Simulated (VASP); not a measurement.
H23NO10, 34 atoms in the cell. The cell holds a amorphous, 34 atoms: a = 7.198 Å, b = 7.198 Å, c = 7.198 Å, α = 90.00°, β = 90.00°, γ = 90.00°. The cell was built by a generator and needn't be a form met in nature.

```yaml
Program: VASP 6.6.1
Task: single point
Functional: PBE
Potentials_or_basis: VASP PAW PBE potentials, release 64 (O, H, N)
Cutoff: 520 eV
k_mesh: 1 × 1 × 1
Occupations: fermi-dirac, width 0.02 eV
Spin: no spin polarisation
Dipole_correction: no
Further_INCAR_settings: LREAL = Auto; ALGO = Fast; EDIFF = 1e-07; NBANDS = 67
```

Potentials or basis: VASP PAW PBE potentials, release 64 (O, H, N).

Run with:

```sh
$ cat potpaw_PBE.64/O/POTCAR potpaw_PBE.64/H/POTCAR potpaw_PBE.64/N/POTCAR > POTCAR
$ mpirun -np 1 vasp_gam > vasp.out
```

Hardware: 1 thread of Intel(R) Xeon(R) Platinum 8488C (Sapphire Rapids), on a shared host.

Task: How long does it take, and how much memory?

Result: It took 38 s on 1 thread of Intel(R) Xeon(R) Platinum 8488C (Sapphire Rapids), with other jobs on the host, peak memory 0.37 GiB. Counts: scf iterations 18, k points 1.
